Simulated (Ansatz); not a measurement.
## SiMo₃: competing structures

These are results of DFT PBE, scalar-relativistic, plane waves, PAW in Ansatz 0.2.0, not measurements. All cells share a 420 eV cutoff and Γ-centred k meshes spaced at most about 0.3 Å⁻¹ (about 0.25 or finer for metals, 2π included). No spin polarisation.

Energies over the elements count from the elements' standard structures at the same level, with no fitted energy shifts.

Temperature and zero-point effects are left out. Larger cells and other orderings weren't all tried, so the list isn't exhaustive. The k mesh leaves some 4 meV/atom of noise in the energy of each metallic cell.

Invented guesses and database cells were relaxed alike, and ends that match in structure were merged. ΔE counts from the first row. Coordination counts Mo atoms around Si (those within 1.25 times the shortest such distance or 1.15 times the sum of covalent radii, 1.27 where that leaves under three; a plus sign parts nearer from farther groups). The ends were matched against large subsets of the Crystallography Open Database and the Materials Project, so a missing match doesn't prove that a structure is unreported.

| # | reached from | type and space group | atoms | Å³/atom | coordination | ΔE (meV/atom) | gap on mesh (eV) | in databases | checks |
| --- | --- | --- | --- | --- | --- | --- | --- | --- | --- |
| 1 | a cell as deposited in COD | A15, Pm-3n (No. 223) | 8 | 14.8 | Si 12 | 0 | 0.00 | COD | no imaginary mode at Γ (other wave vectors untested) |
| 2 | a cell proposed by chemical analogy | Ni3Sn (D0_19), P6_3/mmc (No. 194) | 8 | 15.0 | Si 12 | 232 | 0.00 | no match | - |
| 3 | HgPb3 type (P4/mmm) | P4/mmm (No. 123) | 4 | 15.0 | Si 10 | 255 | 0.00 | no match | - |
| 4 | random cell | BiF3 (D0_3), Fm-3m (No. 225) | 4 | 14.9 | Si 8+6 | 262 | 0.00 | no match | - |
| 5 | Cu3Au (L1_2) type (Pm-3m) | Cu3Au (L1_2), Pm-3m (No. 221) | 4 | 15.0 | Si 12 | 351 | 0.00 | no match | - |
| 6 | random cell | P4/mmm (No. 123) | 4 | 17.0 | Si 6 | 1200 | 0.00 | no match | - |
| 7 | random cell | Im-3m (No. 229) | 4 | 17.1 | Si 6 | 1351 | 0.00 | no match | - |
| 8 | Li3N type (P6/mmm) | anti-Li3N, P6/mmm (No. 191) | 4 | 19.3 | Si 2+6 | 1364 | 0.00 | no match | - |
| 9 | random cell | R-3m (No. 166) | 4 | 23.8 | Si 6 | 1895 | 0.00 | no match | - |
| 10 | ReO3 type (Pm-3m) | ReO3, Pm-3m (No. 221) | 4 | 23.4 | Si 6 | 2429 | 0.00 | no match | - |

The lowest: Space group Pm-3n (No. 223), cubic, a = 4.906 Å. Around Si lie 12 Mo at 2.74 Å; Mo is surrounded by 2 Mo at 2.45 Å, 4 Si at 2.74 Å and 8 Mo at 3.00 Å. Its energy over the elements is −0.32 eV/atom. It is a structure that the Crystallography Open Database (COD) lists.

Space group Pm-3n (No. 223). a = 4.906 Å, b = 4.906 Å, c = 4.906 Å, α = 90.00°, β = 90.00°, γ = 90.00°
```json
{"atom": "Si", "site": "2a", "symmetry": "m-3.", "x": "0.5000", "y": "0.5000", "z": "0.5000"}
{"atom": "Mo", "site": "6c", "symmetry": "-4m.2", "x": "0.0000", "y": "0.5000", "z": "0.2500"}
```

The second: Space group P6_3/mmc (No. 194), hexagonal, a = 5.422 Å, c = 4.707 Å. Si has 12 Mo at 2.71–2.82 Å; around Mo lie 8 Mo at 2.70–2.83 Å and 4 Si at 2.71–2.82 Å. Counting Mo atoms around Si, the first and the second both have Si 12. Shaken at random and relaxed again, row 1 came back. Cells without such a test can be saddle points.

Space group P6_3/mmc (No. 194). a = 5.422 Å, b = 5.422 Å, c = 4.707 Å, α = 90.00°, β = 90.00°, γ = 120.00°
```
atom  site  symmetry       x       y       z
  Si    2c      -6m2  0.3333  0.6667  0.2500
  Mo    6h       mm2  0.6657  0.8329  0.7500
```

Some structure types and database cells were kept out of the candidates from the start, so a known form may be missing.
